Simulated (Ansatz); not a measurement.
Born–Oppenheimer molecular dynamics of a periodic cell of 32 atoms, Nb$_{27}$H$_{4}$C (surface Nb(110), adsorbate CH4). It starts from a relaxed structure.

Level of theory: DFT PBE-D3(BJ), scalar-relativistic, plane waves, PAW (Ansatz 0.2.0). Settings: cutoff 420 eV, k mesh 2x2x1, fermi-dirac smearing 0.15 eV, no spin polarisation.

```yaml
ensemble: NVT, Langevin thermostat
time_step: 0.5 fs
steps_asked: 80
set_temperature: 1200 K
friction: 0.02 /fs
atoms_held: 1 to 9
seed: 152242
```

Frames 2.5 fs apart, positions in Å, forces in eV/Å.

Velocities at 20 fs (Å/ps):

```
Nb 0.00 0.00 0.00
Nb 0.00 0.00 0.00
Nb 0.00 0.00 0.00
Nb 0.00 0.00 0.00
Nb 0.00 0.00 0.00
Nb 0.00 0.00 0.00
Nb 0.00 0.00 0.00
Nb 0.00 0.00 0.00
Nb 0.00 0.00 0.00
Nb 0.70 -1.40 -0.66
Nb -0.35 -3.10 -3.44
Nb -1.02 1.74 0.01
Nb 3.89 -0.18 1.38
Nb -4.51 1.27 1.69
Nb 0.52 1.74 -2.81
Nb -1.59 6.51 0.42
Nb -1.91 -0.43 -1.21
Nb -2.64 -2.89 -0.54
Nb 4.62 -1.37 0.90
Nb -0.53 1.42 -0.17
Nb 0.20 2.96 -2.50
Nb -2.30 1.24 -2.98
Nb 4.37 -4.09 1.39
Nb -2.10 0.99 -1.97
Nb -0.30 -3.54 -0.90
Nb 4.36 2.24 -4.16
Nb -0.37 3.58 -2.63
C -15.75 -13.51 3.54
H 1.20 22.10 -3.45
H -14.64 42.36 0.27
H -1.44 -41.83 8.70
H 5.23 -39.94 14.77
```

```xyz
32
Lattice="9.9000 0.0000 0.0000 4.9500 7.0004 0.0000 0.0000 0.0000 17.6669" Properties=species:S:1:pos:R:3:forces:R:3 time_fs=20 energy_less_start_eV=1.080 T=729
Nb 0.000 0.000 1.000 -0.22 0.07 -0.23
Nb 3.300 0.000 1.000 -0.16 -0.01 -0.20
Nb 6.600 0.000 1.000 -0.22 0.17 0.15
Nb 1.650 2.333 1.000 0.06 0.18 -0.14
Nb 4.950 2.333 1.000 0.11 0.00 0.07
Nb 8.250 2.333 1.000 -0.07 -0.01 -0.19
Nb 3.300 4.667 1.000 -0.07 0.04 0.04
Nb 6.600 4.667 1.000 -0.03 -0.02 -0.05
Nb 9.900 4.667 1.000 0.26 -0.06 -0.13
Nb 0.033 2.320 3.245 -0.46 0.40 -0.23
Nb 3.302 2.270 3.235 0.02 0.85 0.06
Nb 6.567 2.475 3.304 -0.11 -1.79 -0.95
Nb 1.681 4.695 3.286 -0.36 -0.13 -0.68
Nb 4.892 4.678 3.224 0.32 0.34 0.07
Nb 8.309 4.576 3.191 -0.66 1.49 0.41
Nb 3.277 7.123 3.226 0.10 -1.16 0.25
Nb 6.539 7.080 3.197 0.54 -1.22 0.19
Nb 9.786 6.962 3.258 1.32 0.46 -0.35
Nb 0.080 -0.042 5.541 -0.60 0.23 -0.41
Nb 3.265 0.052 5.463 -0.04 -0.19 0.19
Nb 6.608 0.016 5.465 -0.20 -0.03 0.06
Nb 1.583 2.351 5.423 0.35 -0.08 0.57
Nb 5.029 2.248 5.516 -0.50 0.42 -0.08
Nb 8.207 2.301 5.421 0.41 0.24 0.63
Nb 3.297 4.614 5.418 0.19 0.24 0.36
Nb 6.621 4.749 5.413 -0.14 -0.15 0.36
Nb 9.866 4.732 5.444 0.17 -0.27 0.26
C 7.212 5.567 9.194 2.22 -1.53 0.78
H 6.872 4.677 8.642 -0.86 -0.10 0.72
H 8.272 5.465 8.862 -0.20 1.12 -0.31
H 6.688 6.453 8.898 -0.07 0.68 -0.22
H 7.400 5.472 10.310 -1.08 -0.17 -1.00
32
Lattice="9.9000 0.0000 0.0000 4.9500 7.0004 0.0000 0.0000 0.0000 17.6669" Properties=species:S:1:pos:R:3:forces:R:3 time_fs=22.5 energy_less_start_eV=1.154 T=773
Nb 0.000 0.000 1.000 -0.24 0.07 -0.25
Nb 3.300 0.000 1.000 -0.17 -0.01 -0.24
Nb 6.600 0.000 1.000 -0.23 0.16 0.15
Nb 1.650 2.333 1.000 0.04 0.19 -0.16
Nb 4.950 2.333 1.000 0.12 0.01 0.07
Nb 8.250 2.333 1.000 -0.07 -0.01 -0.20
Nb 3.300 4.667 1.000 -0.08 0.06 0.04
Nb 6.600 4.667 1.000 -0.05 -0.02 -0.05
Nb 9.900 4.667 1.000 0.28 -0.07 -0.14
Nb 0.035 2.318 3.247 -0.49 0.49 -0.28
Nb 3.301 2.263 3.226 0.04 0.90 0.16
Nb 6.562 2.479 3.305 -0.11 -1.79 -1.01
Nb 1.690 4.693 3.292 -0.46 -0.10 -0.76
Nb 4.882 4.681 3.226 0.40 0.33 0.04
Nb 8.308 4.581 3.184 -0.65 1.41 0.44
Nb 3.273 7.141 3.228 0.13 -1.34 0.24
Nb 6.535 7.079 3.191 0.56 -1.24 0.22
Nb 9.781 6.954 3.258 1.38 0.56 -0.38
Nb 0.094 -0.044 5.542 -0.66 0.24 -0.42
Nb 3.263 0.054 5.462 -0.03 -0.18 0.18
Nb 6.606 0.023 5.463 -0.20 -0.07 0.09
Nb 1.576 2.354 5.414 0.41 -0.12 0.64
Nb 5.039 2.237 5.521 -0.58 0.46 -0.11
Nb 8.200 2.301 5.416 0.47 0.27 0.67
Nb 3.295 4.607 5.417 0.22 0.26 0.37
Nb 6.632 4.755 5.404 -0.19 -0.16 0.41
Nb 9.867 4.739 5.438 0.15 -0.29 0.30
C 7.182 5.529 9.199 3.44 -0.55 1.67
H 6.829 4.715 8.632 -0.92 -1.54 -0.21
H 8.251 5.586 8.856 -0.56 0.42 -0.16
H 6.671 6.393 8.910 -0.84 1.64 -0.08
H 7.381 5.376 10.316 -1.11 0.03 -1.24
32
Lattice="9.9000 0.0000 0.0000 4.9500 7.0004 0.0000 0.0000 0.0000 17.6669" Properties=species:S:1:pos:R:3:forces:R:3 time_fs=25 energy_less_start_eV=1.127 T=773
Nb 0.000 0.000 1.000 -0.26 0.06 -0.26
Nb 3.300 0.000 1.000 -0.17 -0.01 -0.28
Nb 6.600 0.000 1.000 -0.24 0.15 0.16
Nb 1.650 2.333 1.000 0.03 0.20 -0.19
Nb 4.950 2.333 1.000 0.15 0.01 0.07
Nb 8.250 2.333 1.000 -0.06 0.00 -0.21
Nb 3.300 4.667 1.000 -0.09 0.08 0.05
Nb 6.600 4.667 1.000 -0.07 -0.02 -0.05
Nb 9.900 4.667 1.000 0.28 -0.08 -0.14
Nb 0.038 2.316 3.246 -0.55 0.59 -0.30
Nb 3.301 2.260 3.214 0.06 0.87 0.29
Nb 6.560 2.485 3.308 -0.14 -1.82 -1.06
Nb 1.696 4.692 3.297 -0.50 -0.07 -0.87
Nb 4.873 4.681 3.228 0.47 0.35 0.00
Nb 8.305 4.590 3.179 -0.61 1.29 0.47
Nb 3.269 7.159 3.231 0.16 -1.52 0.21
Nb 6.532 7.080 3.185 0.58 -1.24 0.25
Nb 9.780 6.942 3.257 1.40 0.74 -0.39
Nb 0.107 -0.049 5.543 -0.72 0.27 -0.42
Nb 3.261 0.055 5.464 -0.01 -0.14 0.14
Nb 6.604 0.032 5.467 -0.20 -0.13 0.10
Nb 1.568 2.360 5.405 0.48 -0.17 0.70
Nb 5.049 2.228 5.528 -0.65 0.49 -0.17
Nb 8.193 2.298 5.414 0.54 0.32 0.69
Nb 3.292 4.599 5.413 0.25 0.29 0.41
Nb 6.641 4.761 5.396 -0.23 -0.19 0.49
Nb 9.872 4.746 5.430 0.11 -0.32 0.35
C 7.170 5.487 9.201 0.99 0.99 -0.98
H 6.703 4.681 8.612 0.37 -0.19 0.35
H 8.210 5.723 8.850 -0.52 -0.58 -0.19
H 6.631 6.410 8.890 -0.08 -0.29 0.85
H 7.320 5.291 10.271 -0.75 0.07 -0.06
32
Lattice="9.9000 0.0000 0.0000 4.9500 7.0004 0.0000 0.0000 0.0000 17.6669" Properties=species:S:1:pos:R:3:forces:R:3 time_fs=27.5 energy_less_start_eV=1.446 T=640
Nb 0.000 0.000 1.000 -0.27 0.06 -0.26
Nb 3.300 0.000 1.000 -0.18 -0.01 -0.31
Nb 6.600 0.000 1.000 -0.24 0.15 0.16
Nb 1.650 2.333 1.000 0.02 0.21 -0.22
Nb 4.950 2.333 1.000 0.18 0.01 0.07
Nb 8.250 2.333 1.000 -0.05 0.01 -0.21
Nb 3.300 4.667 1.000 -0.10 0.11 0.05
Nb 6.600 4.667 1.000 -0.10 -0.02 -0.05
Nb 9.900 4.667 1.000 0.27 -0.08 -0.14
Nb 0.042 2.315 3.248 -0.62 0.67 -0.35
Nb 3.303 2.259 3.202 0.04 0.84 0.43
Nb 6.560 2.487 3.310 -0.18 -1.78 -1.10
Nb 1.699 4.695 3.299 -0.51 -0.09 -0.93
Nb 4.864 4.681 3.230 0.57 0.37 -0.03
Nb 8.301 4.601 3.174 -0.57 1.15 0.50
Nb 3.264 7.176 3.234 0.19 -1.68 0.19
Nb 6.529 7.082 3.184 0.61 -1.26 0.22
Nb 9.780 6.931 3.257 1.41 0.91 -0.42
Nb 0.121 -0.053 5.545 -0.79 0.29 -0.41
Nb 3.258 0.056 5.466 0.03 -0.10 0.10
Nb 6.604 0.039 5.471 -0.20 -0.17 0.11
Nb 1.561 2.365 5.402 0.55 -0.21 0.74
Nb 5.054 2.217 5.534 -0.69 0.53 -0.21
Nb 8.188 2.297 5.412 0.58 0.36 0.71
Nb 3.291 4.591 5.411 0.25 0.31 0.43
Nb 6.652 4.771 5.389 -0.28 -0.23 0.58
Nb 9.878 4.755 5.424 0.07 -0.34 0.40
C 7.174 5.453 9.190 -2.42 0.94 -1.47
H 6.576 4.645 8.607 1.55 0.89 0.68
H 8.118 5.819 8.826 0.99 -0.91 -0.52
H 6.593 6.412 8.894 0.14 -1.15 1.19
H 7.229 5.219 10.255 -0.27 0.22 0.08
32
Lattice="9.9000 0.0000 0.0000 4.9500 7.0004 0.0000 0.0000 0.0000 17.6669" Properties=species:S:1:pos:R:3:forces:R:3 time_fs=30 energy_less_start_eV=1.531 T=668
Nb 0.000 0.000 1.000 -0.27 0.06 -0.24
Nb 3.300 0.000 1.000 -0.19 -0.03 -0.32
Nb 6.600 0.000 1.000 -0.24 0.15 0.16
Nb 1.650 2.333 1.000 0.00 0.20 -0.23
Nb 4.950 2.333 1.000 0.22 -0.01 0.06
Nb 8.250 2.333 1.000 -0.04 0.01 -0.20
Nb 3.300 4.667 1.000 -0.12 0.15 0.04
Nb 6.600 4.667 1.000 -0.12 0.00 -0.05
Nb 9.900 4.667 1.000 0.25 -0.07 -0.13
Nb 0.042 2.313 3.251 -0.64 0.77 -0.37
Nb 3.305 2.258 3.185 0.02 0.80 0.63
Nb 6.561 2.486 3.315 -0.22 -1.73 -1.15
Nb 1.702 4.699 3.301 -0.52 -0.14 -0.97
Nb 4.854 4.682 3.231 0.66 0.36 -0.04
Nb 8.292 4.612 3.172 -0.48 0.98 0.50
Nb 3.260 7.187 3.239 0.21 -1.78 0.16
Nb 6.524 7.081 3.190 0.65 -1.23 0.11
Nb 9.779 6.918 3.262 1.40 1.11 -0.49
Nb 0.135 -0.056 5.546 -0.88 0.32 -0.38
Nb 3.255 0.053 5.470 0.08 -0.04 0.08
Nb 6.601 0.042 5.476 -0.16 -0.19 0.13
Nb 1.558 2.368 5.399 0.61 -0.22 0.75
Nb 5.058 2.207 5.540 -0.73 0.56 -0.25
Nb 8.184 2.299 5.411 0.62 0.38 0.73
Nb 3.291 4.584 5.412 0.24 0.31 0.42
Nb 6.662 4.780 5.380 -0.34 -0.30 0.66
Nb 9.886 4.765 5.419 0.01 -0.40 0.44
C 7.166 5.428 9.177 -2.46 1.14 -1.31
H 6.530 4.651 8.633 1.47 0.51 0.14
H 8.079 5.846 8.748 0.62 -1.17 -0.06
H 6.547 6.358 8.950 0.03 -0.71 0.89
H 7.151 5.173 10.231 0.33 0.23 0.29
32
Lattice="9.9000 0.0000 0.0000 4.9500 7.0004 0.0000 0.0000 0.0000 17.6669" Properties=species:S:1:pos:R:3:forces:R:3 time_fs=32.5 energy_less_start_eV=1.570 T=631
Nb 0.000 0.000 1.000 -0.26 0.06 -0.23
Nb 3.300 0.000 1.000 -0.20 -0.04 -0.32
Nb 6.600 0.000 1.000 -0.24 0.14 0.17
Nb 1.650 2.333 1.000 -0.03 0.19 -0.25
Nb 4.950 2.333 1.000 0.26 -0.02 0.05
Nb 8.250 2.333 1.000 -0.04 0.01 -0.19
Nb 3.300 4.667 1.000 -0.14 0.18 0.03
Nb 6.600 4.667 1.000 -0.15 0.01 -0.05
Nb 9.900 4.667 1.000 0.23 -0.07 -0.11
Nb 0.040 2.311 3.251 -0.65 0.85 -0.36
Nb 3.308 2.257 3.168 -0.01 0.75 0.83
Nb 6.560 2.486 3.317 -0.25 -1.68 -1.17
Nb 1.707 4.696 3.303 -0.55 -0.14 -1.00
Nb 4.846 4.688 3.230 0.74 0.30 -0.04
Nb 8.280 4.623 3.171 -0.35 0.82 0.50
Nb 3.257 7.193 3.243 0.20 -1.84 0.14
Nb 6.518 7.080 3.198 0.71 -1.19 -0.03
Nb 9.780 6.904 3.264 1.35 1.30 -0.55
Nb 0.146 -0.059 5.545 -0.97 0.34 -0.33
Nb 3.249 0.051 5.477 0.14 0.02 0.06
Nb 6.593 0.048 5.478 -0.11 -0.23 0.15
Nb 1.556 2.370 5.396 0.65 -0.23 0.75
Nb 5.060 2.198 5.546 -0.77 0.60 -0.30
Nb 8.181 2.300 5.411 0.65 0.41 0.72
Nb 3.292 4.577 5.415 0.23 0.31 0.40
Nb 6.668 4.789 5.373 -0.39 -0.37 0.71
Nb 9.894 4.776 5.417 -0.05 -0.46 0.46
C 7.154 5.410 9.158 -0.49 2.84 -0.10
H 6.551 4.712 8.642 -0.01 -1.37 -1.11
H 8.098 5.813 8.685 -0.57 -1.19 0.64
H 6.487 6.306 9.062 0.25 -0.13 0.18
H 7.090 5.178 10.215 0.81 -0.15 0.37
32
Lattice="9.9000 0.0000 0.0000 4.9500 7.0004 0.0000 0.0000 0.0000 17.6669" Properties=species:S:1:pos:R:3:forces:R:3 time_fs=35 energy_less_start_eV=1.645 T=642
Nb 0.000 0.000 1.000 -0.25 0.06 -0.22
Nb 3.300 0.000 1.000 -0.21 -0.06 -0.31
Nb 6.600 0.000 1.000 -0.24 0.12 0.17
Nb 1.650 2.333 1.000 -0.06 0.18 -0.27
Nb 4.950 2.333 1.000 0.29 -0.03 0.04
Nb 8.250 2.333 1.000 -0.04 0.01 -0.18
Nb 3.300 4.667 1.000 -0.15 0.20 0.01
Nb 6.600 4.667 1.000 -0.17 0.03 -0.06
Nb 9.900 4.667 1.000 0.20 -0.06 -0.09
Nb 0.037 2.310 3.251 -0.63 0.92 -0.36
Nb 3.309 2.258 3.152 -0.01 0.69 1.02
Nb 6.559 2.482 3.320 -0.29 -1.58 -1.19
Nb 1.710 4.691 3.305 -0.57 -0.11 -1.05
Nb 4.839 4.694 3.229 0.80 0.23 -0.03
Nb 8.267 4.633 3.172 -0.23 0.65 0.49
Nb 3.256 7.199 3.245 0.18 -1.90 0.13
Nb 6.514 7.079 3.207 0.74 -1.14 -0.18
Nb 9.782 6.888 3.268 1.30 1.51 -0.59
Nb 0.160 -0.056 5.545 -1.07 0.35 -0.28
Nb 3.241 0.052 5.483 0.23 0.05 0.05
Nb 6.589 0.054 5.480 -0.06 -0.28 0.18
Nb 1.554 2.375 5.393 0.68 -0.24 0.77
Nb 5.062 2.191 5.554 -0.80 0.64 -0.37
Nb 8.178 2.300 5.410 0.67 0.43 0.72
Nb 3.289 4.575 5.418 0.24 0.30 0.38
Nb 6.671 4.795 5.367 -0.43 -0.44 0.77
Nb 9.903 4.783 5.417 -0.12 -0.50 0.47
C 7.147 5.407 9.133 -0.52 1.84 0.94
H 6.569 4.729 8.592 -0.54 -1.73 -1.12
H 8.089 5.713 8.688 0.26 -0.25 0.15
H 6.475 6.258 9.177 -0.13 0.99 -0.60
H 7.087 5.208 10.190 0.92 -0.85 0.63
```

Of the whole run (40 fs, mean temperature of the second half 705 K): The mean temperature of the second half is 41 % below the set value. A run of 0.04 ps of so small a system gives no equilibrium averages. Limits of this set-up: coarse k mesh, thin slab, slab without dipole correction, odd electron count without spin, a typed lattice constant that wasn't relaxed here.

Run time: 23 min on 4 threads of Intel(R) Xeon(R) Platinum 8488C (Sapphire Rapids), on a shared host, peak memory 5.1 GiB.
